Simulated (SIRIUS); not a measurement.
TiB2 in SIRIUS: the effect of Hubbard term

Crystal: TiB2.

```
CELL_PARAMETERS angstrom
3.02920 0.00000 0.00000
-1.51460 2.62336 0.00000
0.00000 0.00000 3.22840
ATOMIC_POSITIONS crystal
Ti 0.00000 0.00000 0.00000
B 0.66667 0.33333 0.50000
B 0.33333 0.66667 0.50000
```

Alike in all runs:

- Program: SIRIUS 7.10.0
- Task: single point
- Functional: PBE
- Potentials or basis: PseudoDojo 0.4.1 PBE standard (scalar relativistic)
- Cutoff: 1152 eV
- Density cutoff: 4606 eV
- k mesh: 10 × 10 × 8
- Occupations: fermi-dirac, width 0.05 eV
- Spin: no spin polarisation
- Libxc names: ["XC_GGA_X_PBE", "XC_GGA_C_PBE"]
- Energy tol: 1e-08 Ha
- Density tol: 1e-06
- Mixer: anderson
- Mixing beta: 0.7
- Max scf: 100
- Radial cutoff for the potentials' integrals: 6.5 bohr

| Hubbard term | pressure (GPa) |
| --- | --- |
| none | ? |
| Ti d U = 2 eV | 1.9 |
| Ti d U = 4 eV | 3.8 |
| Ti d U = 6 eV | 5.9 |
| Ti d U = 8 eV | 8.3 |

**Question.** What does the run with Hubbard term none give?

**Answer.** Pressure 0.2 GPa.

Worked out: A parabola through the other rows of the pressure, of slope 0.752 GPa per eV there, extrapolates to 0.3 GPa, against the run's 0.2.

Caveats: U without spin polarisation on a metal has little footing (some runs); the U is typed as a test and isn't derived for this compound (some runs).
